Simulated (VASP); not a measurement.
Crystal: AlN.

```
Al N
1.0
     3.11310    0.00000    0.00000
    -1.55655    2.69603    0.00000
     0.00000    0.00000    4.98181
Al N
2 2
Direct
  0.33333 0.66667 0.99899
  0.66667 0.33333 0.49899
  0.33333 0.66667 0.38101
  0.66667 0.33333 0.88101
```

Base run:

| Quantity | Value |
| --- | --- |
| Program | VASP 6.6.1 |
| Functional | TB-mBJ |
| Potentials or basis | VASP PAW PBE potentials, release 64 (Al, N) |
| Cutoff | 520 eV |
| k mesh | 12 × 12 × 6 |
| Occupations | gaussian, width 0.03 eV |
| Spin | no spin polarisation |

Its results: band gap on the k mesh 5.35 eV, direct.

After a change of settings the same cell gave: band gap on the k mesh 4.87 eV, direct. Which change was it?
A. functional from TB-mBJ to LDA; potentials or basis from VASP PAW PBE potentials, release 64 (Al, N) to VASP PAW LDA potentials, release 64 (Al, N)
B. functional from TB-mBJ to r2SCAN
C. functional from TB-mBJ to PBEsol

B.
